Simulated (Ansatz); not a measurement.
# NbP (I4_1md) in Ansatz: notebook

The runs below take NbP through relaxation of cell and atoms, with PBEsol.

All numbers are computed with Ansatz 0.2.0; they aren't measurements. Logs are shortened: lines on timing, memory, paths and dates and some standing lists are left out, and cuts for length are marked.

### 1 Starting point

It takes space group I4_1md (No. 109, tetragonal). Conventional cell: a = 3.350 Å, b = 3.350 Å, c = 11.480 Å, α = 90.00°, β = 90.00°, γ = 90.00°. Nb (site symmetry 2mm) has 6 P at 2.55 Å as nearest neighbours. P (site symmetry 2mm) has 6 Nb at 2.55 Å as nearest neighbours.

The cell is a database's computed one.

### 2 Relaxation of cell and atoms, PBEsol, target pressure 20 GPa, at which the enthalpy is minimised

File input.yaml:

```yaml
crystal:
  lattice:
    - [-1.6749232544, 1.6749232544, 5.7401081759]
    - [1.6749232544, -1.6749232544, 5.7401081759]
    - [1.6749232544, 1.6749232544, -5.7401081759]
  atoms:
    - { symbol: Nb, position: [0.2498808, 0.7498808, 0.5] }
    - { symbol: Nb, position: [0.4998808, 0.4998808, 0.0] }
    - { symbol: P, position: [0.83274777, 0.33274777, 0.5] }
    - { symbol: P, position: [0.08274777, 0.08274777, 0.0] }
kpoints:
  mp_grid: { grid: [11, 11, 11] }
scf:
  occupations: { method: fermi_dirac, width: 0.05 }
hamiltonian:
  xc: pbesol
  pseudopotentials: { kind: all_electron, lapw: { basis_error: 0.002 } }
output:
  forces: true
  stress: true
relax:
  f_tol: 0.005
  max_steps: 60
  cell: { p_target: 20 }
```

Potentials or basis: all-electron LAPW, scalar-relativistic.

Launch:

```sh
> ansatz run input.yaml --threads 2 --pin off --max-ram 8192MiB --backend cpu --events-out ev --progress --plain --runs-dir out
```

The log of the run:

```text
Warning: RAYON_NUM_THREADS=2 ignored (pool sized by the plan → 2); use --threads N
The last accepted step is kept in <dir> (removed where the run ends without a failure and the disk answers)
LAPW: plane waves up to 7.655 Å⁻¹, error target 2.0e-3 eV per atom; small_component_spin mean_spin; P in spheres of 1.100 Å, 13 of its electrons in bands, Dirac shells []; Nb in spheres of 1.371 Å, 29 of its electrons in bands, Dirac shells [] (how accurate: hamiltonian.pseudopotentials.lapw.basis_error, Limitations)
Engine: ansatz 0.2.0, x86_64-unknown-linux-gnu
Pseudopotentials: kind: all_electron
Pseudopotential: Nb, LAPW, valence charge 29, lapw/all_electron/scalar/gaussian/Nb, Koelling and Harmon's equation, gaussian nucleus
Pseudopotential: P, LAPW, valence charge 13, lapw/all_electron/scalar/gaussian/P, Koelling and Harmon's equation, gaussian nucleus
Functional definition: PBEsol
  exchange = pbesol_x
  correlation = pbesol_c
Crystal: 4 atoms, lattice volume = 64.412 Å³
Basis set: ecut = 223.2735747000799 eV, 485 PW (Γ), FFT grids on a1+a3, a2+a3, a3, exchange–correlation at level 2
Bands: 51, of which v1, the nominal top of the filled ones, is band 42 counted from 1 (41 counted from 0)
Symmetry: 8 space group operations
Space group: I41md (ITA 109), of the structure as read, at distance tolerance 4.0e-5 Å
k-points: 126 of 1331 (time reversal used)
Non-local potential: Nb, projectors of the file, none
Non-local potential: P, projectors of the file, none
Initial density: superposition of atomic densities (chi_scale 0.1, normalization cell, long waves kept (reshape's long-wave potential 0.00 eV rms))
Initial wavefunctions: plane waves of lowest kinetic energy (no species holds an atomic orbital)
Functional: x = pbesol(κ = 0.804, μ = 0.12345679012345678), c = pbesol(β = 0.046)
iter 1 solved again at ethr=5.24e-3 eV; its pass at ethr=1.00e-1 eV (dr2=4.41e0 eV) is discarded
SCF iter   1: F=—  HF=-226371.213827 eV  |F-HF|=—  |Δ(HF+E_count)|=         —  Δρ=6.70e-2  dr2=4.41e0  ethr=5.24e-3  ⟨swp⟩=2.0  Hψ=40601  notcnv=0
preconditioner: auto → Kerker (q_TF=auto, 2.852 Å⁻¹)  [metal: Δε(μ)=0.012 eV  Ē_g=8.880 eV  σ=0.050 eV  W_gap=0.06  n_scr=24 (ndim 8)  ℏωp=20.7 eV  f_vac=0.000  D(μ)=0.40/eV (n_scr^D=0)]
iter 2 solved again at ethr=2.96e-4 eV; its pass at ethr=5.24e-3 eV (dr2=2.49e-1 eV) is discarded
SCF iter   2: F=—  HF=-226368.935899 eV  |F-HF|=—  |Δ(HF+E_count)|=    2.28e0  Δρ=1.96e-2  dr2=2.49e-1  ethr=2.96e-4  ⟨swp⟩=2.0  Hψ=33012  notcnv=0
SCF iter   3: F=—  HF=-226368.901690 eV  |F-HF|=—  |Δ(HF+E_count)|=   3.42e-2  Δρ=1.55e-2  dr2=1.97e-1  ethr=2.96e-4  ⟨swp⟩=2.0  Hψ=18690  notcnv=0
SCF iter   4: F=—  HF=-226368.886522 eV  |F-HF|=—  |Δ(HF+E_count)|=   1.52e-2  Δρ=5.35e-3  dr2=2.21e-2  ethr=2.34e-4  ⟨swp⟩=2.0  Hψ=17097  notcnv=0
SCF iter   5: F=—  HF=-226368.881207 eV  |F-HF|=—  |Δ(HF+E_count)|=   5.31e-3  Δρ=1.52e-3  dr2=2.27e-3  ethr=2.63e-5  ⟨swp⟩=2.0  Hψ=18689  notcnv=0
SCF iter   6: F=—  HF=-226368.881179 eV  |F-HF|=—  |Δ(HF+E_count)|=   2.81e-5  Δρ=4.71e-4  dr2=2.18e-4  ethr=2.71e-6  ⟨swp⟩=2.0  Hψ=18689  notcnv=0
SCF iter   7: F=—  HF=-226368.881148 eV  |F-HF|=—  |Δ(HF+E_count)|=   3.13e-5  Δρ=1.13e-4  dr2=1.29e-5  ethr=2.59e-7  ⟨swp⟩=2.0  Hψ=18689  notcnv=0
SCF iter   8: F=—  HF=-226368.881143 eV  |F-HF|=—  |Δ(HF+E_count)|=   4.72e-6  Δρ=4.70e-5  dr2=2.04e-6  ethr=1.54e-8  ⟨swp⟩=2.0  Hψ=18689  notcnv=0
SCF iter   9: F=—  HF=-226368.881143 eV  |F-HF|=—  |Δ(HF+E_count)|=   5.17e-7  Δρ=1.56e-5  dr2=2.51e-7  ethr=2.43e-9  ⟨swp⟩=2.0  Hψ=18694  notcnv=0
SCF iter  10: F=-226368.881143 eV  HF=-226368.881143 eV  |F-HF|=1.87e-8  |Δ(HF+E_count)|=   8.26e-8  Δρ=3.92e-6  dr2=1.60e-8  ethr=2.98e-10  ⟨swp⟩=2.0  Hψ=18689  notcnv=0
SCF 1 converged in 10 iterations: F = -226368.881143 eV  dr2 = 1.60e-8
relax step   1: F+E_penalty+E_count = -226368.88114262 eV  Δ(F+E_penalty+E_count) = +0.000e0 eV  max|allowed force component| = 1.713e-2 eV/Å  Δτ_max = 0.0000 Å  P = -6.378 GPa  Ω = 64.412 Å³  (10 SCF iters, accepted)
Crystal: 4 atoms, lattice volume = 56.465 Å³
Basis set: ecut = 243.76027926820174 eV, 485 PW (Γ), FFT grids on a1+a3, a2+a3, a3, exchange–correlation at level 2
Initial density: handed on by an earlier stage of this run
Initial wavefunctions: those handed on with the density
iter 1 solved again at ethr=3.28e-5 eV; its pass at ethr=1.00e-1 eV (dr2=2.75e-2 eV) is discarded
SCF iter   1: F=—  HF=-226368.551872 eV  |F-HF|=—  |Δ(HF+E_count)|=         —  Δρ=5.67e-3  dr2=2.67e-2  ethr=3.28e-5  ⟨swp⟩=3.6  Hψ=33206  notcnv=0
preconditioner: auto → Kerker (q_TF=auto, 2.915 Å⁻¹)  [metal: Δε(μ)=0.018 eV  Ē_g=8.992 eV  σ=0.050 eV  W_gap=0.09  n_scr=24 (ndim 8)  ℏωp=22.1 eV  f_vac=0.000  D(μ)=0.68/eV (n_scr^D=2)]
SCF iter   2: F=—  HF=-226368.523951 eV  |F-HF|=—  |Δ(HF+E_count)|=   2.79e-2  Δρ=2.22e-3  dr2=3.81e-3  ethr=3.18e-5  ⟨swp⟩=2.1  Hψ=19524  notcnv=0
SCF iter   3: F=—  HF=-226368.522558 eV  |F-HF|=—  |Δ(HF+E_count)|=   1.39e-3  Δρ=1.39e-3  dr2=1.58e-3  ethr=4.54e-6  ⟨swp⟩=2.0  Hψ=18447  notcnv=0
SCF iter   4: F=—  HF=-226368.521937 eV  |F-HF|=—  |Δ(HF+E_count)|=   6.21e-4  Δρ=5.05e-4  dr2=2.37e-4  ethr=1.88e-6  ⟨swp⟩=2.0  Hψ=18446  notcnv=0
SCF iter   5: F=—  HF=-226368.521885 eV  |F-HF|=—  |Δ(HF+E_count)|=   5.23e-5  Δρ=1.67e-4  dr2=2.74e-5  ethr=2.82e-7  ⟨swp⟩=2.5  Hψ=18549  notcnv=0
iter 6 solved again at ethr=1.39e-9 eV; its pass at ethr=3.26e-8 eV (dr2=1.16e-6 eV) is discarded
SCF iter   6: F=—  HF=-226368.521871 eV  |F-HF|=—  |Δ(HF+E_count)|=   1.35e-5  Δρ=3.84e-5  dr2=1.16e-6  ethr=1.39e-9  ⟨swp⟩=2.0  Hψ=31582  notcnv=0
SCF iter   7: F=—  HF=-226368.521871 eV  |F-HF|=—  |Δ(HF+E_count)|=   1.42e-7  Δρ=6.31e-6  dr2=1.84e-8  ethr=1.38e-9  ⟨swp⟩=2.0  Hψ=18443  notcnv=0
SCF iter   8: F=-226368.521871 eV  HF=-226368.521871 eV  |F-HF|=1.51e-9  |Δ(HF+E_count)|=   5.15e-8  Δρ=2.60e-6  dr2=3.38e-9  ethr=2.19e-11  ⟨swp⟩=3.0  Hψ=18925  notcnv=0
SCF 2 converged in 8 iterations: F = -226368.521871 eV  dr2 = 3.38e-9
relax step   2: F+E_penalty+E_count = -226368.52187109 eV  Δ(F+E_penalty+E_count) = +3.593e-1 eV  max|allowed force component| = 5.684e-2 eV/Å  Δτ_max = 0.0039 Å  P = +24.441 GPa  Ω = 56.465 Å³  (8 SCF iters, accepted)
Crystal: 4 atoms, lattice volume = 57.330 Å³
Basis set: ecut = 241.30345887359098 eV, 485 PW (Γ), FFT grids on a1+a3, a2+a3, a3, exchange–correlation at level 2
iter 1 solved again at ethr=6.37e-6 eV; its pass at ethr=1.00e-1 eV (dr2=5.35e-3 eV) is discarded
SCF iter   1: F=—  HF=-226368.647693 eV  |F-HF|=—  |Δ(HF+E_count)|=         —  Δρ=2.54e-3  dr2=5.17e-3  ethr=6.37e-6  ⟨swp⟩=3.8  Hψ=35892  notcnv=0
preconditioner: auto → Kerker (q_TF=auto, 2.908 Å⁻¹)  [metal: Δε(μ)=0.014 eV  Ē_g=8.934 eV  σ=0.050 eV  W_gap=0.07  n_scr=24 (ndim 8)  ℏωp=21.9 eV  f_vac=0.000  D(μ)=0.62/eV (n_scr^D=2)]
SCF iter   2: F=—  HF=-226368.646310 eV  |F-HF|=—  |Δ(HF+E_count)|=   1.38e-3  Δρ=1.67e-3  dr2=2.44e-3  ethr=6.15e-6  ⟨swp⟩=2.0  Hψ=18549  notcnv=0
iter 3 solved again at ethr=2.03e-7 eV; its pass at ethr=2.90e-6 eV (dr2=1.71e-4 eV) is discarded
SCF iter   3: F=—  HF=-226368.645501 eV  |F-HF|=—  |Δ(HF+E_count)|=   8.08e-4  Δρ=4.63e-4  dr2=1.71e-4  ethr=2.03e-7  ⟨swp⟩=2.0  Hψ=31705  notcnv=0
SCF iter   4: F=—  HF=-226368.645425 eV  |F-HF|=—  |Δ(HF+E_count)|=   7.65e-5  Δρ=2.45e-4  dr2=6.19e-5  ethr=2.03e-7  ⟨swp⟩=2.0  Hψ=18553  notcnv=0
SCF iter   5: F=—  HF=-226368.645404 eV  |F-HF|=—  |Δ(HF+E_count)|=   2.03e-5  Δρ=6.12e-5  dr2=2.66e-6  ethr=7.37e-8  ⟨swp⟩=2.0  Hψ=18555  notcnv=0
SCF iter   6: F=—  HF=-226368.645404 eV  |F-HF|=—  |Δ(HF+E_count)|=   7.40e-7  Δρ=2.04e-5  dr2=2.62e-7  ethr=3.17e-9  ⟨swp⟩=2.0  Hψ=18565  notcnv=0
SCF iter   7: F=-226368.645404 eV  HF=-226368.645404 eV  |F-HF|=8.12e-9  |Δ(HF+E_count)|=   3.85e-8  Δρ=3.82e-6  dr2=1.26e-8  ethr=3.12e-10  ⟨swp⟩=2.0  Hψ=18557  notcnv=0
SCF 3 converged in 7 iterations: F = -226368.645404 eV  dr2 = 1.26e-8
relax step   3: F+E_penalty+E_count = -226368.64540367 eV  Δ(F+E_penalty+E_count) = -1.235e-1 eV  max|allowed force component| = 3.077e-3 eV/Å  Δτ_max = 0.0105 Å  P = +19.228 GPa  Ω = 57.330 Å³  (7 SCF iters, accepted)
Crystal: 4 atoms, lattice volume = 57.257 Å³
Basis set: ecut = 241.5084768305003 eV, 485 PW (Γ), FFT grids on a1+a3, a2+a3, a3, exchange–correlation at level 2
iter 1 solved again at ethr=1.04e-6 eV; its pass at ethr=1.00e-1 eV (dr2=8.74e-4 eV) is discarded
SCF iter   1: F=—  HF=-226368.638639 eV  |F-HF|=—  |Δ(HF+E_count)|=         —  Δρ=9.89e-4  dr2=8.41e-4  ethr=1.04e-6  ⟨swp⟩=3.7  Hψ=34854  notcnv=0
preconditioner: auto → Kerker (q_TF=auto, 2.908 Å⁻¹)  [metal: Δε(μ)=0.020 eV  Ē_g=8.951 eV  σ=0.050 eV  W_gap=0.10  n_scr=24 (ndim 8)  ℏωp=21.9 eV  f_vac=0.000  D(μ)=0.65/eV (n_scr^D=2)]
SCF iter   2: F=—  HF=-226368.638435 eV  |F-HF|=—  |Δ(HF+E_count)|=   2.04e-4  Δρ=6.08e-4  dr2=3.23e-4  ethr=1.00e-6  ⟨swp⟩=2.0  Hψ=18541  notcnv=0
SCF iter   3: F=—  HF=-226368.638332 eV  |F-HF|=—  |Δ(HF+E_count)|=   1.04e-4  Δρ=2.19e-4  dr2=4.95e-5  ethr=3.84e-7  ⟨swp⟩=2.0  Hψ=18539  notcnv=0
iter 4 solved again at ethr=4.01e-9 eV; its pass at ethr=5.89e-8 eV (dr2=3.37e-6 eV) is discarded
SCF iter   4: F=—  HF=-226368.638317 eV  |F-HF|=—  |Δ(HF+E_count)|=   1.47e-5  Δρ=7.02e-5  dr2=3.37e-6  ethr=4.01e-9  ⟨swp⟩=2.0  Hψ=31692  notcnv=0
SCF iter   5: F=—  HF=-226368.638315 eV  |F-HF|=—  |Δ(HF+E_count)|=   1.96e-6  Δρ=1.90e-5  dr2=1.58e-7  ethr=4.01e-9  ⟨swp⟩=2.6  Hψ=18653  notcnv=0
SCF iter   6: F=-226368.638315 eV  HF=-226368.638315 eV  |F-HF|=8.03e-9  |Δ(HF+E_count)|=   7.68e-9  Δρ=6.61e-6  dr2=2.30e-8  ethr=1.88e-10  ⟨swp⟩=2.0  Hψ=18539  notcnv=0
SCF 4 converged in 6 iterations: F = -226368.638315 eV  dr2 = 2.30e-8
relax step   4: F+E_penalty+E_count = -226368.63831520 eV  Δ(F+E_penalty+E_count) = +7.088e-3 eV  max|allowed force component| = 2.059e-3 eV/Å  Δτ_max = 0.0034 Å  P = +19.868 GPa  Ω = 57.257 Å³  (6 SCF iters, accepted)
Crystal: 4 atoms, lattice volume = 57.224 Å³
Basis set: ecut = 241.60178054109022 eV, 485 PW (Γ), FFT grids on a1+a3, a2+a3, a3, exchange–correlation at level 2
iter 1 solved again at ethr=7.51e-9 eV; its pass at ethr=1.00e-1 eV (dr2=6.31e-6 eV) is discarded
SCF iter   1: F=—  HF=-226368.634196 eV  |F-HF|=—  |Δ(HF+E_count)|=         —  Δρ=7.61e-5  dr2=4.94e-6  ethr=7.51e-9  ⟨swp⟩=4.7  Hψ=35296  notcnv=0
preconditioner: auto → Kerker (q_TF=auto, 2.909 Å⁻¹)  [metal: Δε(μ)=0.016 eV  Ē_g=8.952 eV  σ=0.050 eV  W_gap=0.08  n_scr=24 (ndim 8)  ℏωp=22.0 eV  f_vac=0.000  D(μ)=0.65/eV (n_scr^D=2)]
SCF iter   2: F=—  HF=-226368.634194 eV  |F-HF|=—  |Δ(HF+E_count)|=   1.42e-6  Δρ=3.74e-5  dr2=1.03e-6  ethr=5.88e-9  ⟨swp⟩=2.0  Hψ=18527  notcnv=0
SCF iter   3: F=—  HF=-226368.634194 eV  |F-HF|=—  |Δ(HF+E_count)|=   2.21e-7  Δρ=2.42e-5  dr2=4.81e-7  ethr=1.22e-9  ⟨swp⟩=2.0  Hψ=18527  notcnv=0
iter 4 solved again at ethr=2.09e-11 eV; its pass at ethr=5.72e-10 eV (dr2=1.76e-8 eV) is discarded
SCF iter   4: F=-226368.634194 eV  HF=-226368.634194 eV  |F-HF|=1.08e-8  |Δ(HF+E_count)|=   1.50e-7  Δρ=4.55e-6  dr2=1.76e-8  ethr=2.09e-11  ⟨swp⟩=2.0  Hψ=31869  notcnv=0
SCF 5 converged in 4 iterations: F = -226368.634194 eV  dr2 = 1.76e-8
relax step   5: F+E_penalty+E_count = -226368.63419393 eV  Δ(F+E_penalty+E_count) = +4.121e-3 eV  max|allowed force component| = 1.664e-3 eV/Å  Δτ_max = 0.0002 Å  P = +20.015 GPa  Ω = 57.224 Å³  (4 SCF iters, accepted)
Basis set: ecut = 241.60178054109022 eV, 477 PW (Γ), FFT grids on a1+a3, a2+a3, a3, exchange–correlation at level 2
iter 1 solved again at ethr=6.87e-11 eV; its pass at ethr=1.00e-1 eV (dr2=5.77e-8 eV) is discarded
SCF iter   1: F=—  HF=-226368.634202 eV  |F-HF|=—  |Δ(HF+E_count)|=         —  Δρ=1.36e-5  dr2=1.91e-8  ethr=6.87e-11  ⟨swp⟩=6.1  Hψ=53281  notcnv=0  reapply=120
preconditioner: auto → Kerker (q_TF=auto, 2.909 Å⁻¹)  [metal: Δε(μ)=0.017 eV  Ē_g=8.952 eV  σ=0.050 eV  W_gap=0.09  n_scr=24 (ndim 8)  ℏωp=22.0 eV  f_vac=0.000  D(μ)=0.65/eV (n_scr^D=2)]
SCF iter   2: F=-226368.634203 eV  HF=-226368.634203 eV  |F-HF|=2.07e-8  |Δ(HF+E_count)|=   4.75e-7  Δρ=7.46e-6  dr2=9.42e-9  ethr=2.27e-11  ⟨swp⟩=2.0  Hψ=18527  notcnv=0
SCF 6 converged in 2 iterations: F = -226368.634203 eV  dr2 = 9.42e-9
relax step   6: F+E_penalty+E_count = -226368.63420288 eV  Δ(F+E_penalty+E_count) = -8.948e-6 eV  max|allowed force component| = 1.677e-3 eV/Å  Δτ_max = 0.0000 Å  P = +20.015 GPa  Ω = 57.224 Å³  stress off target by 1.50e-2 GPa  SCF on the basis re-selected at this cell (its energy is not comparable with the rows above)  (2 SCF iters)
basis re-selected at this cell: Δ(F+E_penalty+E_count) = -8.948e-6 eV, ΔP = -0.000 GPa vs the last step (what re-selecting the basis moved, after the strain that the cell walked since its last selection, with what the two solves' SCF thresholds leave and, on support functions, any second-order correction that the steps lacked; it is no measure of the basis error at this ecutwfc). The dense FFT grid was sized anew with the basis: this SCF ran on 18×18×30 points, the steps before it on 18×18×32, so part of this shift can come from that change (see relax.cell in the input reference). This SCF's stress stands 1.50e-2 GPa from its target on what of the cell is left free (relax.cell.stress_tol is 5.00e-2 GPa) and its largest allowed force component is 1.68e-3 eV/Å (relax.f_tol is 5.00e-3 eV/Å): within both
SCF converged after 2 iterations
Free energy (F): -226368.634203 eV
Harris-Foulkes:  -226368.634203 eV  (|F-HF|=2.07e-8)
Internal energy: -226368.628985 eV  (E = F + TS)
E sigma→0 (E₀):  -226368.631594 eV
Entropy (-TS):   -0.005218 eV (-1.304 meV/atom)
Fermi energy:    18.964784 eV
--- Per-component energies (eV) ---
  E_band       = -9132.007778
  E_kinetic    = 233619.285404
  E_xc         = -7605.437802
  E_electrostatic = -452382.476587  (all electrons and nuclei)
  E_smearing   = -0.005218  (= −TS)
  E_closure    = 0.000000  (closes the sum)
  E_atoms      = -226331.216448  (free atoms, spherical and without spin; not in F)
  Σ components = -226368.634203   (vs F -226368.634203, Δ=0.00e0)
  Basis errors (estimates in eV, not in F): energy 8.6e-4 per atom: plane waves 7.9e-4 (4.5e-4 summed), levels above the bands 5.3e-60, relativity 2.7e-8, radial functions 6.4e-5, core shells 1.3e-6; eigenvalues (radial functions only) 2.1e-6; not estimated: angular momenta, meshes, grids; target (lapw.basis_error) 2.0e-3; muffin-tin radii P 1.057 Å, Nb 1.318 Å
--- Forces (eV/Å), atoms counted from 1 ---
  atom   1  Nb    -0.00000000    -0.00000000     0.00168196
  atom   2  Nb    -0.00000000    -0.00000000     0.00168196
  atom   3  P      0.00000000    -0.00000000    -0.00167193
  atom   4  P      0.00000000     0.00000000    -0.00167193
  max |Σ_I F_I| component: 2.01e-5 eV/Å
--- Stress (GPa, compression-positive) ---
       20.014985       0.000000      -0.000000
        0.000000      20.014985       0.000000
       -0.000000       0.000000      20.014666
  P = ⅓ Tr σ = 20.0149 GPa (200.149 kbar)
--- Relaxed structure (5 steps of the walk, 5 accepted, 1 SCFs on fresh bases) ---
  F+E_penalty+E_count = -226368.63420288 eV   max|allowed force component| = 1.677e-3 eV/Å   (the final SCF, on the basis selected at the relaxed cell)
  cell:  # Å, volume = 57.2237 Å³
    - [-1.6234956905021194, 1.6234956905021194, 5.427669738160015]
    - [1.6234956905021194, -1.6234956905021194, 5.427669738160015]
    - [1.6234956905021194, 1.6234956905021194, -5.427669738160015]
  atoms:
    - { symbol: Nb, position: [0.2508580711221101, 0.7508580711221101, 0.5] }
    - { symbol: Nb, position: [0.5008580711221101, 0.5008580711221101, 9.213386435982114e-35] }
    - { symbol: P, position: [0.8317704988778898, 0.3317704988778899, 0.5] }
    - { symbol: P, position: [0.08177049887788988, 0.08177049887788988, -2.3046360730576898e-33] }
```

It took 4.4 min on 2 threads of Intel Xeon Platinum 8375C at 2.90GHz (Ice Lake), shared host; peak memory 0.83 GiB.

Results:

| Property | Result |
| --- | --- |
| Free energy | -226368.6342 eV |
| Relaxed volume | 14.31 Å³/atom |
| Relaxed cell | a = 5.893 Å, b = 5.893 Å, c = 5.893 Å, α = 148.02°, β = 148.02°, γ = 45.86° |
| Space group after relaxing (to 0.05 Å) | I4_1md (No. 109) |
| Energy change on relaxing (the enthalpy is what falls) | +61.7 meV/atom |
| Ionic steps | 6 |
| Pressure after relaxing | 20.0 GPa |

The path:
```csv
step,energy change (eV),largest force (eV/Å),volume (Å³)
1,0.0000,0.0171,64.41
2,0.3593,0.0568,56.47
3,0.2357,0.0031,57.33
4,0.2428,0.0021,57.26
5,0.2469,0.0017,57.22
6,0.2469,0.0017,57.22
```

Final structure:
```xyz
4
Lattice="-1.6235 1.6235 5.4277 1.6235 -1.6235 5.4277 1.6235 1.6235 -5.4277" Properties=species:S:1:pos:R:3 pbc="T T T"
Nb    1.6235    0.0000    2.7231
Nb    0.0000    0.0000    5.4370
P     0.0000    1.6235    3.6015
P     0.0000    0.0000    0.8876
```

### 3 Relaxation of cell and atoms, PBEsol, target pressure 30 GPa, at which the enthalpy is minimised

input.yaml: that of step 2 with these lines changed.

```diff
@@ -23,2 +23,2 @@
   max_steps: 60
-  cell: { p_target: 20 }
+  cell: { p_target: 30 }
```

Potentials or basis: all-electron LAPW, scalar-relativistic.

Launch:

```sh
> ansatz run input.yaml --threads 2 --pin off --max-ram 8192MiB --backend cpu --events-out ev --progress --plain --runs-dir out
```

Wall time 5.1 min (2 threads of Intel Xeon Platinum 8375C at 2.90GHz (Ice Lake), shared host); peak memory 0.82 GiB.

Results (log left out):

```yaml
Free_energy: -226368.3394 eV
Relaxed_volume: 13.83 Å³/atom
Relaxed_cell: a = 5.804 Å, b = 5.804 Å, c = 5.804 Å, α = 147.80°, β = 147.80°, γ = 46.19°
Space_group_after_relaxing_to_0.05_Å: I4_1md (No. 109)
Energy_change_on_relaxing_the_enthalpy_is_what_falls: +135.4 meV/atom
Ionic_steps: 6
Pressure_after_relaxing: 30.0 GPa
```

Step by step:
| step | energy change (eV) | largest force (eV/Å) | volume (Å³) |
| --- | --- | --- | --- |
| 1 | 0.0000 | 0.0171 | 64.41 |
| 2 | 0.4158 | 0.0637 | 56.13 |
| 3 | 0.5921 | 0.0467 | 55.09 |
| 4 | 0.5407 | 0.0094 | 55.33 |
| 5 | 0.5418 | 0.0006 | 55.32 |
| 6 | 0.5418 | 0.0006 | 55.32 |

Final structure:
```
CELL_PARAMETERS angstrom
-1.60960 1.60960 5.33855
1.60960 -1.60960 5.33855
1.60960 1.60960 -5.33855
ATOMIC_POSITIONS crystal
Nb 0.25123 0.75123 0.50000
Nb 0.50123 0.50123 0.00000
P 0.83140 0.33140 0.50000
P 0.08140 0.08140 0.00000
```
